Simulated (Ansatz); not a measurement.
Ga, DFT, PBEsol, all-electron PAW with datasets made for the crystal, scalar-relativistic (Ansatz 0.2.0), run on 1 thread of Arm Neoverse V2 on a shared host.

The geometry is COD entry 9011089, unchecked; take it as a test cell. The listed cell was then made from it by scaling, straining or moving an atom.

Command: `ansatz run input.yaml --threads 1 --pin off --max-ram 3072MiB --backend cpu --events-out ev --progress --plain --runs-dir out`

```yaml
crystal:
  lattice:
    - [1.3875947181, -4.0398771747, 0.0]
    - [1.3875947181, 4.0398771747, 0.0]
    - [-0.1178402022, 0.0, 3.3409929716]
  atoms:
    - { symbol: Ga, position: [0.869, 0.131, 0.25] }
    - { symbol: Ga, position: [0.131, 0.869, 0.75] }
kpoints:
  mp_grid: { grid: [14, 14, 11] }
scf:
  occupations: { method: fermi_dirac, width: 0.03 }
hamiltonian:
  xc: pbesol
  pseudopotentials: { kind: all_electron, datasets: crystal }
output:
  forces: true
  stress: true
  eigenvalues: true
  efg: { contact_densities: true }
```

Task: How large is the problem that the program sets up?

Result: 582 irreducible k-points, 317 plane waves at Γ, 17 bands.

Task: About how long does it take, and how much memory does it use?

Result: 50 s of wall time for 8 SCF iterations, with a peak of 0.91 GiB. Times on shared machines scatter by tens of per cent.

Task: And the same cell and mesh by frozen-core PAW, asked for forces, stress, eigenvalues, efg, write_density, write_potential, elf, on the same hardware?

Result: 27 s, peak memory 0.56 GiB.
